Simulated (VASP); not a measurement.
Write the native input for VASP 6.6.1 that does the following.

| Item | Value |
| --- | --- |
| Task | relaxation of cell and atoms |
| Functional | PBEsol |
| Potentials or basis | VASP PAW PBE potentials, release 64 (Zr_sv, N) |
| Cutoff | 600 eV |
| k mesh | 14 × 14 × 14 |
| Occupations | methfessel-paxton, width 0.1 eV |
| Spin | no spin polarisation |
| Further INCAR settings | ALGO = Normal; EDIFF = 1e-07; IBRION = 2; EDIFFG = -0.005; NSW = 90; ISIF = 3 |

The structure of ZrN lies in POSCAR:

```
ZrN                                     
1.0
    0.0000000000      2.2773057248      2.2773057248
    2.2773057248      0.0000000000      2.2773057248
    2.2773057248      2.2773057248      0.0000000000
  Zr              N             
     1     1
Direct
     0.5000000000000000    0.5000000000000000    0.5000000000000000
     0.0000000000000000    0.0000000000000000    0.0000000000000000
```

One way to write it, as run:

INCAR

```
SYSTEM = ZrN
PREC = Accurate
ENCUT = 600
EDIFF = 1E-7
ISMEAR = 1
SIGMA = 0.1
LREAL = .FALSE.
LASPH = .TRUE.
NELM = 80
ALGO = Normal
ISIF = 3
LWAVE = .FALSE.
LCHARG = .FALSE.
GGA = PS
IBRION = 2
NSW = 90
EDIFFG = -0.005
KPAR = 4
```

KPOINTS

```
regular mesh
0
G
  14 14 14
  0 0 0
```

Potentials or basis: VASP PAW PBE potentials, release 64 (Zr_sv, N).

Launch:

```bash
$ cat potpaw_PBE.64/Zr_sv/POTCAR potpaw_PBE.64/N/POTCAR > POTCAR
$ mpirun -np 4 vasp_std > vasp.out
```

It gave:

```json
{
 "Relaxed volume": "11.80 Å³/atom",
 "Relaxed cell": "a = 3.220 Å, b = 3.220 Å, c = 3.220 Å, α = 60.00°, β = 60.00°, γ = 60.00°",
 "Space group after relaxing (to 0.05 Å)": "Fm-3m (No. 225)",
 "Energy gained by relaxing": "0.0 meV/atom",
 "Ionic steps": "3",
 "Pressure after relaxing": "0.0 GPa",
 "Band gap on the k mesh": "none (metal or under the smearing width)"
}
```

Caveat: the PAW data sets were made with another functional, which shifts forces and pressure a little.

Wall time 20 s on 4 MPI ranks on Intel(R) Xeon(R) Platinum 8375C CPU @ 2.90GHz (Ice Lake), with other jobs on the host, peak memory 0.18 GiB a rank.
